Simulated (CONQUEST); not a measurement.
# GaN (F-43m) in CONQUEST: notebook

One crystal, GaN, is run at these levels: PBE; tasks: single point.

Program: CONQUEST 1.3. These are calculated values, not measurements. Logs are shortened: lines on timing, memory, paths and dates and some standing lists are left out, and cuts for length are marked.

**Experimental background.**

From a printed reference work, textbook, for a bulk crystal of GaN at 0 K: band gap 3.299 eV (direct).

The results are compared with them further down.

### Step 1. The structure

Symmetry: F-43m, No. 216, cubic system. The conventional cell has a = 4.507 Å, b = 4.507 Å, c = 4.507 Å, α = 90.00°, β = 90.00°, γ = 90.00°. Around Ga (site symmetry -43m) lie 4 N at 1.95 Å. N (site symmetry -43m) has 4 Ga at 1.95 Å as nearest neighbours.

The cell is a database's computed one.

### Step 2. Single point, PBE (atoms moved at random, drawn with an rms of 0.05 Å)

The input, Conquest_input:

```
IO.Title GaN
IO.Coordinates coords.dat
IO.FractionalAtomicCoords T
IO.Iprint 2
IO.Iprint_init 1
General.NumberOfSpecies 2
General.PseudopotentialType hamann
AtomMove.TypeOfRun static
AtomMove.FullStress T
Grid.GridCutoff 150
DM.SolutionMethod diagon
Diag.MPMesh T
Diag.GammaCentred T
Diag.MPMeshX 8
Diag.MPMeshY 8
Diag.MPMeshZ 6
Diag.kT 0.00183747
minE.SCTolerance 1e-6
SC.MaxIters 100
IO.AtomChargeOutput T
%block ChemicalSpeciesLabel
1 69.720 Ga
2 14.010 N
%endblock
```

The input, coords.dat:

```
    6.0224269986     0.0000000000     0.0000000000
    0.0000000000     6.0224269986     0.0000000000
    0.0000000000     0.0000000000     8.5169979397
4
  0.4970600000   0.5040560000   0.5023700000 1 T T T
  0.9970600000   0.0040560000   0.0023700000 1 T T T
  0.0019720000   0.4971520000   0.7453490000 2 T T T
  0.5019720000   0.9971520000   0.2453490000 2 T T T
```

Potentials or basis: PseudoDojo NC PBE, SZ, grid cutoff 150 Ha.

Started as:

```
$ OMP_NUM_THREADS=1 Conquest
```

Standard output:

```text
Simulation cell dimensions:     6.0224 a0 x     6.0224 a0 x     8.5170 a0

      Atomic coordinates (a0)
         Atom         X         Y         Z  Species
            1    2.9935    3.0356    4.2787        1
            2    6.0047    0.0244    0.0202        1
            3    0.0119    2.9941    6.3481        2
            4    3.0231    6.0053    2.0896        2

         Monkhorst-Pack mesh:   8 x   8 x   6 gamma-centred
        This calculation includes non-local pseudopotentials,
         with a maximum core radius of      8.05697590

    Job title: GaN
    Job to be run: static calculation

[... 5 lines left out ...]
      Using Fermi-Dirac smearing

    Integration grid size:     36 x   36 x   48

    Integration grid spacing:  0.167 a0 x 0.167 a0 x 0.177 a0

    Number of species:  2
    --------------------------------------------------------
    |   #  mass (au)  Charge (e)  SF Rad (a0)  NSF  Label  |
    --------------------------------------------------------
    |   1     69.720      13.000        8.340    9  Ga     |
    |   2     14.010       5.000        5.678    4  N      |
    --------------------------------------------------------
          SCF tolerance:                 0.00000100
          SCF iterations:               100

    The functional used will be GGA PBE96

           radial cut-off to be used is taken to be max PAO cut-off radius for this species:    8.056976

           greatest ang. mom. for making density from PAOs:  2

           radial cut-off to be used is taken to be max PAO cut-off radius for this species:    5.483972

           greatest ang. mom. for making density from PAOs:  1
    Minimum blocs/proc is      972. Maximum blocs/proc is      972
    set_atom_dens: In set_atomic_density, electrons :      36.000000000000
 matrix_size & matrix_size_padH =           26          26

    Screened ion int: energy:    -137.431604844870 Ha

    new_SC_potl: Starting.  Tolerance:  0.10000E-05

    PulayMixSC: Starting Pulay mixing, A_up =  0.500 A_dn =  0.500
    PulayMixSC: Spin non-polarised calculation.
          Harris-Foulkes Energy            :      -173.790236888436596 Ha
          (TS=0 as O(N) or entropic contribution is negligible)
          DFT Total Energy                 :      -173.412765654289160 Ha
          Total number of electrons        :        35.999999999999865
    PulayMixSC: Pulay iteration     1 residual:              0.78962E-02
          Harris-Foulkes Energy            :      -173.657663344957882 Ha
          (TS=0 as O(N) or entropic contribution is negligible)
          DFT Total Energy                 :      -173.619562053564209 Ha
          Total number of electrons        :        35.999994594233144
    PulayMixSC: Pulay iteration     2 residual:              0.30728E-02
          Harris-Foulkes Energy            :      -173.643506250038484 Ha
          (TS=0 as O(N) or entropic contribution is negligible)
          DFT Total Energy                 :      -173.643410801646070 Ha
          Total number of electrons        :        35.999989316240040
    PulayMixSC: Pulay iteration     3 residual:              0.60744E-03
          Harris-Foulkes Energy            :      -173.643432475988448 Ha
          (TS=0 as O(N) or entropic contribution is negligible)
          DFT Total Energy                 :      -173.643402632410158 Ha
          Total number of electrons        :        35.999981957773876
    PulayMixSC: Pulay iteration     4 residual:              0.69404E-04
          Harris-Foulkes Energy            :      -173.643420750125017 Ha
          (TS=0 as O(N) or entropic contribution is negligible)
          DFT Total Energy                 :      -173.643420666902699 Ha
          Total number of electrons        :        35.999982280204449
    PulayMixSC: Pulay iteration     5 residual:              0.46016E-05
          Harris-Foulkes Energy            :      -173.643420699920057 Ha
          (TS=0 as O(N) or entropic contribution is negligible)
          DFT Total Energy                 :      -173.643420699550205 Ha
          Total number of electrons        :        35.999982227543427
    PulayMixSC: Pulay iteration     6 residual:              0.32971E-06
    PulayMixSC: Reached SCF tolerance of  0.32971E-06 after      6 iterations
      | Number of electrons      =        35.999982
      |* band energy as 2Tr[K.H] =       -22.031140804433804 Ha
      |  screened ion-ion energy =      -137.431604844870066 Ha
      |  Ha correction           =        -0.004018382735134 Ha
      |  XC correction           =       -14.176645541495684 Ha
      |* Harris-Foulkes energy   =      -173.643420699920057 Ha
      |* DFT total energy        =      -173.643420699550205 Ha
      |  estimated accuracy      =        -0.000000000369852 Ha

    force: Forces on atoms (Ha/a0)
    force:  Atom   X              Y              Z
    force:     1   0.0055287480  -0.0059369882  -0.0096993498
    force:     2   0.0055287480  -0.0059369882  -0.0096993498
    force:     3  -0.0053263368   0.0055546328   0.0096735074
    force:     4  -0.0053263368   0.0055546328   0.0096735074

    force: Maximum force :        0.00969935(Ha/a0) on atom         2 in z direction
    force: Force Residual:        0.01250386 Ha/a0
    force: Total stress:        -18.64363612    -0.06486356     1.48771915 GPa
                            -0.06486356   -12.80399188     1.78194483
                             1.48771915     1.78194483   -15.88259150
    force: Average pressure:     15.77673983 GPa

    force: Finished force
    get_E_and_F: Change in energy during last step of electronic optimisation:  0.50205E-07

    BIBLIOGRAPHY: Please consider citing the following references in the conquest.bib file

    CONQUEST:         Bowler2002pt, Miyazaki2004, Nakata2020
    Basis:            Bowler2019
    DM:               Bowler:2006xr
    Pseudopotentials: Hamann2013, Bowler2019
    XC functional:    Perdew1996
```

Wall time 27 s (1 thread of Intel Xeon Platinum 8488C (Sapphire Rapids), shared host); peak memory 0.4 GiB.

Results:

```yaml
Free_energy: -4725.0782 eV
Pressure: 15.8 GPa
Largest_force: 0.650 eV/Å
Band_gap_on_the_k_mesh: 1.75 eV
Mulliken_charges: Ga +0.88; N -0.88 e
```

Forces in eV/Å, atoms in the order of the input:
```
Ga   0.284 -0.305 -0.499
Ga   0.284 -0.305 -0.499
N   -0.274  0.286  0.497
N   -0.274  0.286  0.497
```

Levels at points of the mesh, in eV from the valence-band top:
| k point | band 14 | band 15 | band 16 | band 17 | band 18 | band 19 | band 20 | band 21 | band 22 | band 23 |
| --- | --- | --- | --- | --- | --- | --- | --- | --- | --- | --- |
| (0.00, 0.00, 0.00) | -3.23 | -3.13 | -0.22 | -0.12 | 0.00 | 1.75 | 4.76 | 9.00 | 10.57 | 10.76 |
| (0.00, 0.00, 0.50) | -3.72 | -1.90 | -1.90 | -1.77 | -1.77 | 4.99 | 4.99 | 9.51 | 9.51 | 12.55 |
| (0.00, 0.50, 0.00) | -5.68 | -3.69 | -3.69 | -1.42 | -1.42 | 6.74 | 6.74 | 9.06 | 9.06 | 11.45 |
| (0.00, 0.50, 0.50) | -7.39 | -1.40 | -1.33 | -1.19 | -1.11 | 4.91 | 4.97 | 9.94 | 10.06 | 11.64 |
| (0.50, 0.00, 0.00) | -5.88 | -3.73 | -3.73 | -1.24 | -1.24 | 6.76 | 6.76 | 9.23 | 9.23 | 11.98 |
| (0.50, 0.00, 0.50) | -7.54 | -1.40 | -1.35 | -1.16 | -1.12 | 4.98 | 5.03 | 10.08 | 10.18 | 11.66 |
| (0.50, 0.50, 0.00) | -6.62 | -3.23 | -3.19 | -3.16 | -3.14 | 4.76 | 4.76 | 8.98 | 8.99 | 14.30 |
| (0.50, 0.50, 0.50) | -6.20 | -4.22 | -4.22 | -4.10 | -4.10 | 7.29 | 7.29 | 9.20 | 9.20 | 11.84 |

Caveat: the atomic basis is small; Mulliken charges move with the basis; the box holds several primitive cells, so bands are folded and the points are those of the box's own zone; the basis of atomic orbitals isn't converged, which shifts pressures, moduli and gaps.

### Step 3. Single point, PBE (atoms moved at random, drawn with an rms of 0.05 Å)

Edit Conquest_input of step 2 so:

```diff
@@ -10,10 +10,7 @@
 Grid.GridCutoff 150
-DM.SolutionMethod diagon
-Diag.MPMesh T
-Diag.GammaCentred T
-Diag.MPMeshX 8
-Diag.MPMeshY 8
-Diag.MPMeshZ 6
-Diag.kT 0.00183747
-minE.SCTolerance 1e-6
+DM.SolutionMethod ordern
+DM.L_range 10
+DM.LVariations 60
+minE.LTolerance 1e-6
+minE.SCTolerance 1e-5
 SC.MaxIters 100
```

coords.dat is that of step 2.

Potentials or basis: PseudoDojo NC PBE, SZ, linear scaling with L range 10 bohr, grid cutoff 150 Ha.

Started as:

```
$ OMP_NUM_THREADS=1 Conquest
```

Wall time 6.9 min (1 thread of Intel Xeon Platinum 8488C (Sapphire Rapids), shared host); peak memory 0.4 GiB.

The run converged, but some of its settings lie outside the range that counts as converged, so its numbers aren't taken as properties of the crystal.

What came out:

| Quantity | Value |
| --- | --- |
| Free energy | -4724.1670 eV |
| Pressure | 24.7 GPa |
| Largest force | 0.723 eV/Å |
| Mulliken charges | Ga +0.90; N -0.90 e |

Caveat: the atomic basis is small; Mulliken charges move with the basis; the density matrix is cut off at a finite range, which raises the energy and shifts forces and pressure; the basis of atomic orbitals isn't converged, which shifts pressures, moduli and gaps.

### Step 4. Single point, PBE

Edit Conquest_input of step 3 so:

```diff
@@ -10,7 +10,10 @@
 Grid.GridCutoff 150
-DM.SolutionMethod ordern
-DM.L_range 10
-DM.LVariations 60
-minE.LTolerance 1e-6
-minE.SCTolerance 1e-5
+DM.SolutionMethod diagon
+Diag.MPMesh T
+Diag.GammaCentred T
+Diag.MPMeshX 8
+Diag.MPMeshY 8
+Diag.MPMeshZ 6
+Diag.kT 0.00183747
+minE.SCTolerance 1e-6
 SC.MaxIters 100
```

The input, coords.dat:

```
    6.0224269986     0.0000000000     0.0000000000
    0.0000000000     6.0224269986     0.0000000000
    0.0000000000     0.0000000000     8.5169979397
4
  0.0000000000   0.0000000000   0.0000000000 1 T T T
  0.5000000000   0.5000000000   0.5000000000 1 T T T
  0.0000000000   0.5000000000   0.7500000000 2 T T T
  0.5000000000   0.0000000000   0.2500000000 2 T T T
```

Potentials or basis: PseudoDojo NC PBE, DZP, grid cutoff 150 Ha.

Started as:

```
$ OMP_NUM_THREADS=1 Conquest
```

It took 4.4 min on 1 thread of Intel Xeon Platinum 8259CL at 2.50GHz (Skylake/Cascade Lake), shared host; peak memory 0.87 GiB.

Results (log left out):

```
Free energy            : -4727.0680 eV
Pressure               : 8.7 GPa
Band gap on the k mesh : 1.84 eV
Mulliken charges       : Ga +1.02; N -1.02 e
```

Caveat: Mulliken charges move with the basis; the basis of atomic orbitals isn't converged, which shifts pressures, moduli and gaps; the real-space grid breaks the cell's symmetry a little.

(Part 1 of 2 ends here.)
